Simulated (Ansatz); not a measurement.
All numbers below come from DFT PBE, scalar-relativistic, plane waves, PAW in Ansatz. Settings: cutoff 420 eV, Γ-centred meshes spaced at most about 0.3 Å⁻¹, and about 0.25 Å⁻¹ or finer for metals (2π included), Gaussian smearing. No spin polarisation.

Each guess is relaxed in cell and atoms at zero pressure, on a coarse mesh first where it starts far from rest and then on a converged one. The steps can't lower the symmetry of the start, but it can rise. Energies are static (0 K, no zero-point motion).

Two unrelaxed guesses for In₃GaP₂:

A.

```
CELL_PARAMETERS angstrom
6.17514 0.00000 0.00000
-3.08757 5.34783 0.00000
0.00000 0.00000 4.96740
ATOMIC_POSITIONS crystal
In 0.50000 0.00000 0.00000
In 0.00000 0.50000 0.00000
In 0.50000 0.50000 0.00000
Ga 0.00000 0.00000 0.00000
P 0.33333 0.66667 0.00000
P 0.66667 0.33333 0.00000
```

B.

```
CELL_PARAMETERS angstrom
5.45310 0.00000 0.00000
0.00000 5.45310 0.00000
0.00000 0.00000 4.33807
ATOMIC_POSITIONS crystal
In 0.50000 0.50000 0.50000
In 0.50000 0.00000 0.00000
In 0.00000 0.50000 0.00000
Ga 0.00000 0.00000 0.50000
P 0.50000 0.50000 0.00000
P 0.00000 0.00000 0.00000
```

Question: Which guess leads to the lower structure, and by how much?

Answer: B ends lower, by 0.34 eV/atom. A: P6/mmm at 27.3 Å³/atom → P6/mmm at 34.0 Å³/atom; B: P4/mmm at 21.5 Å³/atom → P4/mmm at 26.0 Å³/atom. Counting P atoms around Ga and In (those within 1.25 times the shortest such distance or 1.15 times the sum of covalent radii; a plus sign parts nearer from farther groups; the shortest distance is added where it is long for a bond; a slash parts the counts of unlike sites), the end of A has In 2, Ga 6+12 from 5.3 Å and the end of B has In 2/4, Ga 2. End of A. Conventional cell: a = 9.177 Å, c = 2.798 Å. Around In lie 2 P at 2.65 Å and 2 In at 2.80 Å; Ga is surrounded by 2 Ga at 2.80 Å; around P lie 3 In at 2.65 Å and 2 P at 2.80 Å. End of B. Conventional cell: a = 5.456 Å, c = 5.237 Å. In on a site of symmetry 4/mmm is surrounded by 2 P at 2.62 Å; around Ga lie 2 P at 2.62 Å; around P on its first site lie 6 In at 2.62–2.73 Å; 2 more sites not described.

Ends held by symmetry can be saddle points. Neither end is the lowest form computed: that has space group P-4m2 (No. 115) and lies 116 meV/atom below the better end. Even the lowest of the cells shown lies +0.21 eV/atom against the elements. Some candidate types were left out of the draw beforehand, so a known form may be missing.
